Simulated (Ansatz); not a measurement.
P:

```xyz
2
Lattice="1.7257 0.9963 3.1297 -1.7257 0.9963 3.1297 0.0000 -1.9927 3.1297" Properties=species:S:1:pos:R:3 pbc="T T T"
P     0.0000    0.0000    7.2570
P     0.0000    0.0000    2.1321
```

This isn't the form of P at room conditions, which is orthorhombic.

Base run:

```yaml
Program: Ansatz 0.2.0
Functional: PBEsol
Potentials_or_basis: all-electron LAPW, scalar-relativistic
Cutoff: 220 eV
Density_cutoff: 879 eV
Basis_error_allowed: 0.001 eV/atom
k_mesh: 9 × 9 × 9
Occupations: gaussian, width 0.1 eV
Spin: no spin polarisation
```

Its results: band gap on the k mesh none (metal or under the smearing width); pressure -1.8 GPa; largest force 0.258 eV/Å.

Q: The run is repeated on the same cell with these changes: k mesh from 9 × 9 × 9 to 5 × 5 × 5; occupations from gaussian, width 0.1 eV to fermi-dirac, width 0.03 eV. What comes out?

A: Band gap on the k mesh none (metal or under the smearing width); pressure -1.2 GPa; largest force 0.134 eV/Å.

Caveats: some runs use coarse meshes; the k mesh is thin for a metal, which can move the energy by tens of meV per atom (some runs).

Not every run made on this cell is shown here.
